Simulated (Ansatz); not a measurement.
**TlBr: how the settings move a single-point run**

Question: which choices in the input matter for TlBr?

Method: reference: DFT, r2SCAN, plane waves, PAW, in Ansatz 0.2.0.

2 further runs of the same task are left out: 2 that didn't finish.

## (1) The system as given

Symmetry: Pm-3m, No. 221, cubic system. The conventional cell has a = 3.946 Å, b = 3.946 Å, c = 3.946 Å, α = 90.00°, β = 90.00°, γ = 90.00°. Tl (site symmetry m-3m) is surrounded by 8 Br at 3.42 Å. Br (site symmetry m-3m) has 8 Tl at 3.42 Å as nearest neighbours.

Coordinates:

```
CELL_PARAMETERS angstrom
3.94619 0.00000 0.00000
0.00000 3.94619 0.00000
0.00000 0.00000 3.94619
ATOMIC_POSITIONS crystal
Tl 0.00000 0.00000 0.00000
Br 0.50000 0.50000 0.50000
```

## (2) The reference run

input.yaml

```yaml
crystal:
  lattice:
    - [3.9461933165, 0.0, 0.0]
    - [0.0, 3.9461933165, 0.0]
    - [0.0, 0.0, 3.9461933165]
  atoms:
    - { symbol: Tl, position: [0.0, 0.0, 0.0] }
    - { symbol: Br, position: [0.5, 0.5, 0.5] }
kpoints:
  mp_grid: { grid: [4, 4, 4] }
hamiltonian:
  xc: r2scan
scf:
  occupations: { method: fixed }
  n_extra_bands: 4
output:
  forces: true
  stress: true
  eigenvalues: true
```

On the command line:

```sh
$ ansatz run input.yaml --threads 4 --pin off --max-ram 3686MiB --backend cpu --events-out ev --progress --plain --runs-dir out
```

## (3) Variant: ecutrho_ratio 12

input.yaml, as its differences from that of step 2:

```diff
@@ -15,2 +15,3 @@
   n_extra_bands: 4
+  max_iter: 89
 output:
@@ -19 +20,3 @@
   eigenvalues: true
+basis:
+  ecutrho_ratio: 12
```

## (4) Variant: mp_grid.shift [0, 0, 0.5]

input.yaml, as its differences from that of step 2:

```diff
@@ -9,3 +9,3 @@
 kpoints:
-  mp_grid: { grid: [4, 4, 4] }
+  mp_grid: { grid: [4, 4, 4], shift: [0, 0, 0.5] }
 hamiltonian:
```

## (5) Changing settings: exchange pbe, correlation pbe, coeff 0.4, omega 0.3

input.yaml, as its differences from that of step 2:

```diff
@@ -11,3 +11,3 @@
 hamiltonian:
-  xc: r2scan
+  xc: { exchange: pbe, correlation: pbe, exx: { coeff: 0.4, omega: 0.3 } }
 scf:
```

## (6) Changing settings: exchange pbe, correlation pbe, coeff 0.15

input.yaml, as its differences from that of step 2:

```diff
@@ -11,3 +11,3 @@
 hamiltonian:
-  xc: r2scan
+  xc: { exchange: pbe, correlation: pbe, exx: { coeff: 0.15 } }
 scf:
```

## (7) Changing settings: exchange pbe, correlation pbe, coeff 0.05, omega 0.2078

input.yaml, as its differences from that of step 2:

```diff
@@ -11,3 +11,6 @@
 hamiltonian:
-  xc: r2scan
+  xc:
+    exchange: pbe
+    correlation: pbe
+    exx: { coeff: 0.05, omega: 0.2078 }
 scf:
```

## (8) Changed: xc wpbeh

input.yaml, as its differences from that of step 2:

```diff
@@ -11,3 +11,3 @@
 hamiltonian:
-  xc: r2scan
+  xc: wpbeh
 scf:
```

Q: Predict the outcome of this session. Wanted: for each run, ending; energy change; pressure; gap; force.

The runs gave:

```
                                                       run     ending   energy change  pressure (GPa)  gap (eV)  force (eV/Å)  cycles   time
                                                 reference  converged               0             1.1      2.22          0.00       6  1.4 s
                                       1: ecutrho_ratio 12  converged    0.0 meV/atom             1.1      2.22          0.00       6    3 s
                              2: mp_grid.shift [0, 0, 0.5]  converged   -5.0 meV/atom             1.0      3.08          0.00       6  1.6 s
    3: exchange pbe, correlation pbe, coeff 0.4, omega 0.3  converged  not comparable             1.6      2.62          0.00      11   14 s
              4: exchange pbe, correlation pbe, coeff 0.15  converged  not comparable             1.8      2.56          0.00      10   13 s
5: exchange pbe, correlation pbe, coeff 0.05, omega 0.2078  converged  not comparable             2.0      1.91          0.00       9   12 s
                                               6: xc wpbeh  converged  not comparable             1.5      2.37          0.00      11   12 s
```

Residual by cycle in the longest SCF loop of each run; runs are numbered as in the table. The quantity is the density residual dr2, in eV.

```
cycle  reference   run 1    run 2    run 3    run 4   run 5    run 6
    1     0.0226  0.0226   0.0213   0.0383  0.00638  9.5e-4   0.0176
    2     0.0031  0.0031  0.00277  0.00413   6.1e-4  6.0e-5  0.00146
    3     1.5e-4  1.5e-4   1.3e-4   0.0014   1.8e-4  1.0e-5   4.9e-4
    4     4.7e-6  4.7e-6   4.2e-6   3.7e-5   3.8e-6  5.3e-7   1.4e-5
    5     1.2e-7  1.2e-7   1.1e-7   9.9e-6   1.0e-6  9.6e-8   1.9e-6
    6     2.2e-9  2.2e-9   3.8e-9        -        -       -        -
```

Of the converged runs whose energies compare with the reference's, «mp_grid.shift [0, 0, 0.5]» moves the energy most (-5.0 meV/atom) and «ecutrho_ratio 12» least (0.0 meV/atom). Of the variants the dearest is «exchange pbe, correlation pbe, coeff 0.4, omega 0.3» (14 s), the cheapest «mp_grid.shift [0, 0, 0.5]» (1.6 s), on a shared host. The gap of the reference lacks spin-orbit coupling, though the cell holds Tl.
